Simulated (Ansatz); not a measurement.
# GaAs (F-43m) in Ansatz: a series of runs

The runs below take GaAs through band structure, Born charges and dielectric tensor, with PBE0, B3LYP, LDA.

Program: Ansatz 0.2.0. These are calculated values, not measurements. Logs are shortened: lines on timing, memory, paths and dates and some standing lists are left out, and cuts for length are marked.

**Experimental background.**

“Evidence of valence band perturbations in GaAsN/GaAs(001): A combined variable-angle spectroscopic ellipsometry and modulated photoreflectance investigation”, 2008, arxiv:0805.2212 reports, for a bulk crystal of GaAs at 300 K: band gap 1.418 ± 0.005 eV (direct).

From a printed reference work, textbook, for a bulk crystal of GaAs at 300 K: high-frequency dielectric constant 10.89.

The runs below are set against these values where they give the same quantity.

## 1. The structure

The structure is cubic, space group F-43m (No. 216). Conventional cell: a = 5.654 Å, b = 5.654 Å, c = 5.654 Å, α = 90.00°, β = 90.00°, γ = 90.00°. Around As (site symmetry -43m) lie 4 Ga at 2.45 Å. Around Ga (site symmetry -43m) lie 4 As at 2.45 Å.

## 2. Band structure, PBE0

Contents of input.yaml:

```yaml
crystal:
  lattice:
    - [0.0, 2.82685, 2.82685]
    - [2.82685, 0.0, 2.82685]
    - [2.82685, 2.82685, 0.0]
  atoms:
    - { symbol: As, position: [0.75, 0.75, 0.75] }
    - { symbol: Ga, position: [0.0, 0.0, 0.0] }
hamiltonian:
  xc: pbe0
  pseudopotentials: { kind: paw }
kpoints:
  mp_grid: { grid: [4, 4, 4] }
  band_path:
    path:
      - [[0.0, 0.0, 0.0], [0.5, 0.0, 0.5], [0.5, 0.25, 0.75], [0.375, 0.375, 0.75], [0.0, 0.0, 0.0], [0.5, 0.5, 0.5], [0.625, 0.25, 0.625], [0.5, 0.25, 0.75], [0.5, 0.5, 0.5], [0.375, 0.375, 0.75]]
      - [[0.625, 0.25, 0.625], [0.5, 0.0, 0.5]]
    npoints: 4
scf:
  occupations: { method: fermi_dirac, width: 0.05 }
  n_extra_bands: 6
output:
  forces: true
  stress: true
  eigenvalues: true
  fatbands: false
```

Potentials or basis: Ansatz PAW.

Command:

```bash
$ ansatz run input.yaml --threads 2 --pin off --max-ram 5632MiB --backend cpu --events-out ev --progress --plain --runs-dir out
```

Output:

```text
Warning: output.stress: scf.convergence.dr2_threshold = 1e-7 eV (the SCF's general default) is looser than the 2e-10 eV advised for a printed stress (1e-10 eV for each atom of the cell: 2). What an SCF threshold leaves in a stress goes as its square root, and in the free energy as the threshold itself, and one threshold admits the most on a small cell: of the crystals measured, under no hybrid functional and no lock of the moments, on runs that ended without the residual-converged pass, on stresses that held no estimate of that error, the worst erred by over 100 MPa in a component at 1e-7 eV an atom and by under 5 at 1e-10. Set scf.convergence.dr2_threshold to 2e-10 eV or tighter. The threshold is an SCF's pass mark: one that does not reach it within its budget of iterations ends unconverged, or closes short of it on a stop that the run arms, and scf.convergence.dr2_threshold's page says what that costs each kind of run
Warning: output.stress: scf.exx.energy_threshold = 1e-6 eV is looser than the 2e-8 eV advised for a stress under a hybrid functional (1e-8 eV for each atom of the cell: 2). Every SCF of the exchange loop can meet its threshold on dr2 while the loop round them stops early: no threshold on dr2 bounds what that leaves in the stress. Set scf.exx.energy_threshold to 2e-8 eV or tighter. The threshold is the loop's pass mark: a loop that does not reach it within its budget of cycles ends unconverged, and scf.exx.energy_threshold's page has the law
Warning: RAYON_NUM_THREADS=2 ignored (pool sized by the plan → 2); use --threads N
scf.n_extra_bands = 6 over 14 filled bands (N_el = 28.0): the run solves 20 bands
Engine: ansatz 0.2.0, x86_64-unknown-linux-gnu
Pseudopotentials: kind: paw
Pseudopotential: As, paw, valence charge 15, recommended cutoff 420 eV (normal), As.paw.azcp
Pseudopotential: Ga, paw, valence charge 13, recommended cutoff 420 eV (normal), Ga.paw.azcp
Functional definition: PBE0
  parameter a = 0.25
  parameter kappa = 0.804
  parameter beta = 0.06672455060314922
  exchange = (1 - a)*pbe_x(kappa = kappa, mu = beta*pi^2/3) + a*exact_x
  correlation = pbe_c(beta = beta)
Crystal: 2 atoms, lattice volume = 45.179 Å³
Basis set: ecut = 420 eV, 893 PW (Γ), exchange–correlation on 54×54×54 points (8 copies of the dense FFT grid, shifted against one another)
Bands: 20, of which v1, the nominal top of the filled ones, is band 14 counted from 1 (13 counted from 0)
Symmetry: 24 space group operations
Space group: F-43m (ITA 216), of the structure as read, at distance tolerance 3.6e-5 Å
k-points: 8 of 64 (time reversal used)
Non-local potential: As, projectors of the file, l = 0: 2, l = 1: 2, l = 2: 3, l = 3: 1
Non-local potential: Ga, projectors of the file, l = 0: 2, l = 1: 2, l = 2: 3, l = 3: 1
PAW form: soft (Blöchl's): semilocal exchange-correlation on the pseudo side does not see the compensation charge
PAW frozen core: As, regenerated for the run's functional, and the local potential with it (the file was generated under x = pbe(κ = 0.804, μ = 0.2195149727645171), c = pbe(β = 0.06672455060314922))
PAW frozen core: Ga, regenerated for the run's functional, and the local potential with it (the file was generated under x = pbe(κ = 0.804, μ = 0.2195149727645171), c = pbe(β = 0.06672455060314922))
PAW one-centre angular grid: As, 590 points (default); XC on 64 Gauss nodes
PAW one-centre angular grid: Ga, 590 points (default); XC on 64 Gauss nodes
Initial density: superposition of atomic densities (neutral atoms: chi_scale 0, normalization atom), corrected by the library's trained network
Initial wavefunctions: pseudopotential atomic-orbital guess
Functional: x = pbe(κ = 0.804, μ = 0.2195149727645171), c = pbe(β = 0.06672455060314922), warm-up for x = 0.75 pbe(κ = 0.804, μ = 0.2195149727645171) + 0.25 exact, c = pbe(β = 0.06672455060314922)
SCF iter   1: F=—  HF=-8639.661489 eV  |F-HF|=—  |Δ(HF+E_count)|=         —  Δρ=1.53e-3  dr2=4.53e-4  ethr=1.77e-3  ⟨swp⟩=8.0  Hψ=657  notcnv=0
preconditioner: auto → none  [insulator: Δε(μ)=0.510 eV  Ē_g=17.287 eV  σ=0.050 eV  W_gap=0.99  n_scr=14 (ndim 8)  ℏωp=23.4 eV  f_vac=0.086  D(μ)=0.01/eV (n_scr^D=0)]
SCF iter   2: F=—  HF=-8639.661627 eV  |F-HF|=—  |Δ(HF+E_count)|=   1.38e-4  Δρ=6.26e-4  dr2=7.84e-5  ethr=1.62e-6  ⟨swp⟩=4.4  Hψ=461  notcnv=0  defer=2
SCF iter   3: F=-8639.661663 eV  HF=-8639.661666 eV  |F-HF|=3.61e-6  |Δ(HF+E_count)|=   3.99e-5  Δρ=2.04e-4  dr2=9.54e-6  ethr=2.80e-7  ⟨swp⟩=3.2  Hψ=308  notcnv=0  defer=2
SCF 1 stopped early in 3 iterations: F = -8639.661663 eV  dr2 = 9.54e-6
Initial density: handed on by an earlier stage of this run
Initial wavefunctions: those handed on with the density
Functional: x = 0.75 pbe(κ = 0.804, μ = 0.2195149727645171) + 0.25 exact, c = pbe(β = 0.06672455060314922)
Frozen-core exchange: fock
SCF iter   1: F=—  HF=-8641.457965 eV  |F-HF|=—  |Δ(HF+E_count)|=         —  Δρ=1.23e-2  dr2=2.63e-2  ethr=3.41e-7  ⟨swp⟩=6.2  Hψ=816  notcnv=0
preconditioner: auto → none  [insulator: Δε(μ)=2.003 eV  Ē_g=20.846 eV  σ=0.050 eV  W_gap=1.00  n_scr=14 (ndim 8)  ℏωp=23.4 eV  f_vac=0.089  D(μ)=0.00/eV (n_scr^D=0)]
SCF iter   2: F=—  HF=-8641.441318 eV  |F-HF|=—  |Δ(HF+E_count)|=   1.66e-2  Δρ=2.89e-3  dr2=2.70e-3  ethr=3.41e-7  ⟨swp⟩=4.5  Hψ=548  notcnv=0
SCF iter   3: F=—  HF=-8641.452341 eV  |F-HF|=—  |Δ(HF+E_count)|=   1.10e-2  Δρ=3.25e-3  dr2=1.61e-3  ethr=3.41e-7  ⟨swp⟩=4.0  Hψ=523  notcnv=0
SCF iter   4: F=—  HF=-8641.452171 eV  |F-HF|=—  |Δ(HF+E_count)|=   1.69e-4  Δρ=1.13e-3  dr2=2.89e-4  ethr=3.41e-7  ⟨swp⟩=4.0  Hψ=428  notcnv=0
iter 5 solved again at ethr=5.97e-9 eV; its pass at ethr=3.41e-7 eV (dr2=1.67e-6 eV) is discarded
SCF iter   5: F=—  HF=-8641.452180 eV  |F-HF|=—  |Δ(HF+E_count)|=   9.20e-6  Δρ=4.59e-5  dr2=3.40e-5  ethr=5.97e-9  ⟨swp⟩=3.6  Hψ=703  notcnv=0  defer=1
SCF iter   6: F=—  HF=-8641.452459 eV  |F-HF|=—  |Δ(HF+E_count)|=   2.78e-4  Δρ=2.66e-4  dr2=1.29e-5  ethr=5.97e-9  ⟨swp⟩=4.4  Hψ=487  notcnv=0
SCF iter   7: F=-8641.452451 eV  HF=-8641.452451 eV  |F-HF|=2.09e-7  |Δ(HF+E_count)|=   7.98e-6  Δρ=1.88e-5  dr2=7.61e-7  ethr=5.97e-9  ⟨swp⟩=4.0  Hψ=386  notcnv=0
SCF 2 stopped early in 7 iterations: F = -8641.452451 eV  dr2 = 7.61e-7
hybrid outer 1: dexx = +1.314e-2 eV, tail = 6.99e-5 eV
Frozen-core exchange: fock
SCF iter   1: F=—  HF=-8641.452560 eV  |F-HF|=—  |Δ(HF+E_count)|=         —  Δρ=6.78e-5  dr2=1.47e-6  ethr=1.25e-6  ⟨swp⟩=4.1  Hψ=345  notcnv=0
preconditioner: auto → none  [insulator: Δε(μ)=2.125 eV  Ē_g=20.683 eV  σ=0.050 eV  W_gap=1.00  n_scr=14 (ndim 8)  ℏωp=23.4 eV  f_vac=0.088  D(μ)=0.00/eV (n_scr^D=0)]
SCF iter   2: F=—  HF=-8641.452563 eV  |F-HF|=—  |Δ(HF+E_count)|=   2.22e-6  Δρ=3.94e-5  dr2=5.47e-7  ethr=4.43e-9  ⟨swp⟩=4.1  Hψ=506  notcnv=0  defer=1
SCF iter   3: F=—  HF=-8641.452562 eV  |F-HF|=—  |Δ(HF+E_count)|=   1.64e-7  Δρ=1.37e-5  dr2=4.92e-8  ethr=1.60e-9  ⟨swp⟩=2.9  Hψ=289  notcnv=0
SCF iter   4: F=-8641.452563 eV  HF=-8641.452563 eV  |F-HF|=3.53e-9  |Δ(HF+E_count)|=   9.08e-8  Δρ=1.54e-6  dr2=1.19e-9  ethr=1.49e-10  ⟨swp⟩=3.9  Hψ=422  notcnv=0  defer=2
SCF 3 converged in 4 iterations: F = -8641.452563 eV  dr2 = 1.19e-9
  Residual-converged pass: ⟨swp⟩=2.6  Hψ=278  notcnv=0  max |occ|·‖R‖ = 2.3e-6 eV (tolerance 2.4e-6 eV)  dr2=1.19e-9  dr2_onsite=5.34e-9  max |Δocc| = 8.2e-18
hybrid outer 2: dexx = +1.392e-6 eV, tail = 5.55e-8 eV, Δε = 3.21e-3 eV (about 1.40e-4 eV left of the loop's levels)
NSCF: frozen V_eff on 42 k-points
hybrid SCF converged: 2 outer / 11 inner (+3 warm-up), last move |dexx| = 1.39e-6 eV, tail = 5.55e-8 eV
Stability not checked: this state was not tested for a lower state beside it, because the functional holds exact exchange (a hybrid, or Hartree-Fock), whose exchange loop this test does not read (fock_operator; see scf.lower_state_search)
Free energy (F): -8641.452563 eV
Frozen-core exchange: fock
Harris-Foulkes:  -8641.452563 eV  (|F-HF|=3.53e-9)
Internal energy: -8641.452563 eV  (E = F + TS)
E sigma→0 (E₀):  -8641.452563 eV
Fermi energy:    8.535362 eV
--- Per-component energies (eV) ---
  E_band       = -397.816815
  E_kinetic    = 218.156421
  E_local      = -3921.469002  (includes V_loc(G=0)·N_el)
  E_nonlocal   = -243.659249
  E_hartree    = 1980.852744
  E_xc         = -113.810515
  E_vxc        = -105.549430  (∫ρ·V_xc dr)
  E_exx        = -121.022047  (= α·E_x^exact, valence–valence)
  E_paw        = -3741.045884  (= ΣΔE_a)
  E_vpaw       = -64.957009  (= ΣTr[D̂ρ^β])
  E_aug_tail   = -0.000140  (compensation charges beyond the density's cutoff)
  E_ewald      = -2698.727786
  E_core_change = -0.727099  (= ΣΔE_core)
  E_smearing   = -0.000000  (= −TS)
  E_closure    = -0.000002  (closes the sum)
  Σ components = -8641.452563   (vs F -8641.452563, Δ=0.00e0)
--- Forces (eV/Å), atoms counted from 1 ---
  atom   1  As     0.00000000     0.00000000     0.00000000
  atom   2  Ga    -0.00000000     0.00000000     0.00000000
  max |Σ_I F_I| component: 2.20e-16 eV/Å
--- Stress (GPa, compression-positive) ---
        1.220068      -0.000000      -0.000000
       -0.000000       1.220068       0.000000
       -0.000000       0.000000       1.220068
  P = ⅓ Tr σ = 1.2201 GPa (12.201 kbar)
--- Band table (eV; the first three rows and the last of 8) ---
  k-point 0: bands = ["-31.0930", "-31.0930", "-31.0930", "-31.0817", "-31.0817", "-10.0700", "-10.0700", "-10.0700", "-9.9889", "-9.9889", "-6.5759", "7.4448", "7.4448", "7.4448", "9.5713", "12.6827", "12.6827", "12.6827", "16.7132", "19.3226"]
  k-point 1: bands = ["-31.0927", "-31.0926", "-31.0926", "-31.0816", "-31.0816", "-10.0962", "-10.0597", "-10.0597", "-9.9891", "-9.9891", "-5.8276", "3.0066", "6.7162", "6.7162", "10.4013", "13.6107", "13.6107", "15.1042", "18.0579", "18.1358"]
  k-point 2: bands = ["-31.0925", "-31.0922", "-31.0922", "-31.0814", "-31.0814", "-10.1212", "-10.0517", "-10.0517", "-9.9868", "-9.9868", "-4.6435", "0.1496", "6.1918", "6.1918", "9.9060", "13.6162", "13.6162", "16.7918", "19.7821", "21.2620"]
  k-point 7: bands = ["-31.0927", "-31.0922", "-31.0912", "-31.0817", "-31.0811", "-10.1384", "-10.0416", "-10.0288", "-9.9995", "-9.9861", "-3.7533", "0.1978", "3.5669", "3.8082", "13.6111", "13.8104", "14.5555", "15.0168", "20.5655", "21.7481"]
```

Wall time 7.1 min (2 threads of Intel Xeon at 2.50GHz (Skylake/Cascade Lake), shared host); peak memory 0.75 GiB.

Results:

```yaml
Free_energy: -8641.4526 eV
Pressure: 1.2 GPa
Band_gap_on_the_k_mesh: 2.13 eV, direct
Band_gap_along_the_path: 2.13 eV, direct
```

Levels at the corners of the path, in eV from the valence-band top:
| point | band 11 | band 12 | band 13 | band 14 | band 15 | band 16 | band 17 | band 18 |
| --- | --- | --- | --- | --- | --- | --- | --- | --- |
| Γ | -14.02 | 0.00 | 0.00 | 0.00 | 2.13 | 5.24 | 5.24 | 5.24 |
| X | -11.26 | -7.47 | -2.95 | -2.95 | 2.75 | 3.03 | 12.28 | 12.28 |
| W | -11.20 | -7.25 | -3.88 | -3.64 | 6.17 | 6.37 | 7.11 | 7.57 |
| K | -11.30 | -7.24 | -4.25 | -2.48 | 3.33 | 6.23 | 9.84 | 9.95 |
| Γ | -14.02 | 0.00 | 0.00 | 0.00 | 2.13 | 5.24 | 5.24 | 5.24 |
| L | -12.09 | -7.30 | -1.25 | -1.25 | 2.46 | 6.17 | 6.17 | 9.35 |
| U | -11.30 | -7.24 | -4.25 | -2.48 | 3.33 | 6.23 | 9.84 | 9.95 |
| W | -11.20 | -7.25 | -3.88 | -3.64 | 6.17 | 6.37 | 7.11 | 7.57 |
| L | -12.09 | -7.30 | -1.25 | -1.25 | 2.46 | 6.17 | 6.17 | 9.35 |
| K | -11.30 | -7.24 | -4.25 | -2.48 | 3.33 | 6.23 | 9.84 | 9.95 |
| U | -11.30 | -7.24 | -4.25 | -2.48 | 3.33 | 6.23 | 9.84 | 9.95 |
| X | -11.26 | -7.47 | -2.95 | -2.95 | 2.75 | 3.03 | 12.28 | 12.28 |

Caveat: the k mesh is coarse (spacing up to 0.48 Å⁻¹), so the values aren't converged, least of all with exact exchange; the PAW data sets come from PBE, with cores solved anew for the run's functional, which leaves a small shift of forces and pressure; the thresholds are loose for stress.

## 3. Band structure, B3LYP

input.yaml, as its differences from that of step 2:

```diff
@@ -9,3 +9,3 @@
 hamiltonian:
-  xc: pbe0
+  xc: b3lyp
   pseudopotentials: { kind: paw }
```

Potentials or basis: Ansatz PAW.

Command:

```bash
$ ansatz run input.yaml --threads 2 --pin off --max-ram 5632MiB --backend cpu --events-out ev --progress --plain --runs-dir out
```

Output:

```text
Warning: output.stress: scf.convergence.dr2_threshold = 1e-7 eV (the SCF's general default) is looser than the 2e-10 eV advised for a printed stress (1e-10 eV for each atom of the cell: 2). What an SCF threshold leaves in a stress goes as its square root, and in the free energy as the threshold itself, and one threshold admits the most on a small cell: of the crystals measured, under no hybrid functional and no lock of the moments, on runs that ended without the residual-converged pass, on stresses that held no estimate of that error, the worst erred by over 100 MPa in a component at 1e-7 eV an atom and by under 5 at 1e-10. Set scf.convergence.dr2_threshold to 2e-10 eV or tighter. The threshold is an SCF's pass mark: one that does not reach it within its budget of iterations ends unconverged, or closes short of it on a stop that the run arms, and scf.convergence.dr2_threshold's page says what that costs each kind of run
Warning: output.stress: scf.exx.energy_threshold = 1e-6 eV is looser than the 2e-8 eV advised for a stress under a hybrid functional (1e-8 eV for each atom of the cell: 2). Every SCF of the exchange loop can meet its threshold on dr2 while the loop round them stops early: no threshold on dr2 bounds what that leaves in the stress. Set scf.exx.energy_threshold to 2e-8 eV or tighter. The threshold is the loop's pass mark: a loop that does not reach it within its budget of cycles ends unconverged, and scf.exx.energy_threshold's page has the law
Warning: RAYON_NUM_THREADS=2 ignored (pool sized by the plan → 2); use --threads N
scf.n_extra_bands = 6 over 14 filled bands (N_el = 28.0): the run solves 20 bands
[... 4 set-up lines as earlier in the session ...]
Functional definition: B3LYP
  parameter a0 = 0.2
  parameter ax = 0.72
  parameter ac = 0.81
  exchange = (1 - a0 - ax)*slater_x + ax*b88_x + a0*exact_x
  correlation = (1 - ac)*vwn_rpa_c + ac*lyp_c
Crystal: 2 atoms, lattice volume = 45.179 Å³
Basis set: ecut = 420 eV, 893 PW (Γ), exchange–correlation on 54×54×54 points (8 copies of the dense FFT grid, shifted against one another)
[... 68 lines left out ...]
  E_aug_tail   = -0.000148  (compensation charges beyond the density's cutoff)
  E_ewald      = -2698.727786
  E_core_change = -0.158943  (= ΣΔE_core)
  E_smearing   = -0.000000  (= −TS)
  E_closure    = -0.000003  (closes the sum)
  Σ components = -8658.056852   (vs F -8658.056852, Δ=0.00e0)
--- Forces (eV/Å), atoms counted from 1 ---
  atom   1  As     0.00000000    -0.00000000    -0.00000000
  atom   2  Ga    -0.00000000     0.00000000     0.00000000
  max |Σ_I F_I| component: 2.54e-16 eV/Å
--- Stress (GPa, compression-positive) ---
        4.393583       0.000000      -0.000000
        0.000000       4.393583       0.000000
       -0.000000       0.000000       4.393583
  P = ⅓ Tr σ = 4.3936 GPa (43.936 kbar)
--- Band table (eV; the first three rows and the last of 8) ---
  k-point 0: bands = ["-30.0799", "-30.0799", "-30.0799", "-30.0683", "-30.0683", "-9.3161", "-9.3161", "-9.3161", "-9.2362", "-9.2362", "-5.9846", "7.8042", "7.8042", "7.8042", "9.4230", "12.7783", "12.7783", "12.7783", "16.9178", "19.4906"]
  k-point 1: bands = ["-30.0797", "-30.0795", "-30.0795", "-30.0682", "-30.0682", "-9.3438", "-9.3059", "-9.3059", "-9.2362", "-9.2362", "-5.2590", "3.4073", "7.0932", "7.0932", "10.4008", "13.6960", "13.6960", "15.1375", "18.3064", "18.3401"]
  k-point 2: bands = ["-30.0795", "-30.0791", "-30.0791", "-30.0680", "-30.0680", "-9.3699", "-9.2979", "-9.2979", "-9.2339", "-9.2339", "-4.1243", "0.6591", "6.5827", "6.5827", "9.9318", "13.7519", "13.7519", "17.0663", "19.8218", "21.3490"]
  k-point 7: bands = ["-30.0796", "-30.0792", "-30.0781", "-30.0683", "-30.0677", "-9.3875", "-9.2878", "-9.2751", "-9.2464", "-9.2333", "-3.2688", "0.6355", "4.0690", "4.2978", "13.7564", "13.8323", "14.5987", "15.2226", "20.5066", "21.7272"]
```

Run time: 4.1 min. Hardware: 2 threads of Intel Xeon at 2.50GHz (Skylake/Cascade Lake), shared host; peak memory 0.76 GiB.

Results:

- Free energy: -8658.0569 eV
- Pressure: 4.4 GPa
- Band gap on the k mesh: 1.62 eV, direct
- Band gap along the path: 1.62 eV, direct

Levels at the corners of the path, in eV from the valence-band top:
```
point  band 11  band 12  band 13  band 14  band 15  band 16  band 17  band 18
    Γ   -13.79     0.00     0.00     0.00     1.62     4.97     4.97     4.97
    X   -11.13    -7.37    -2.86    -2.86     2.65     2.83    11.79    11.79
    W   -11.07    -7.17    -3.74    -3.51     5.95     6.03     6.79     7.42
    K   -11.17    -7.16    -4.09    -2.41     3.16     5.97     9.47     9.58
    Γ   -13.79     0.00     0.00     0.00     1.62     4.97     4.97     4.97
    L   -11.93    -7.15    -1.22    -1.22     2.13     5.95     5.95     9.26
    U   -11.17    -7.16    -4.09    -2.41     3.16     5.97     9.47     9.58
    W   -11.07    -7.17    -3.74    -3.51     5.95     6.03     6.79     7.42
    L   -11.93    -7.15    -1.22    -1.22     2.13     5.95     5.95     9.26
    K   -11.17    -7.16    -4.09    -2.41     3.16     5.97     9.47     9.58
    U   -11.17    -7.16    -4.09    -2.41     3.16     5.97     9.47     9.58
    X   -11.13    -7.37    -2.86    -2.86     2.65     2.83    11.79    11.79
```

Caveat: the k mesh is coarse (spacing up to 0.48 Å⁻¹), so the values aren't converged, least of all with exact exchange; the PAW data sets come from PBE, with cores solved anew for the run's functional, which leaves a small shift of forces and pressure; the thresholds are loose for stress.

[end of part 1 of 2]
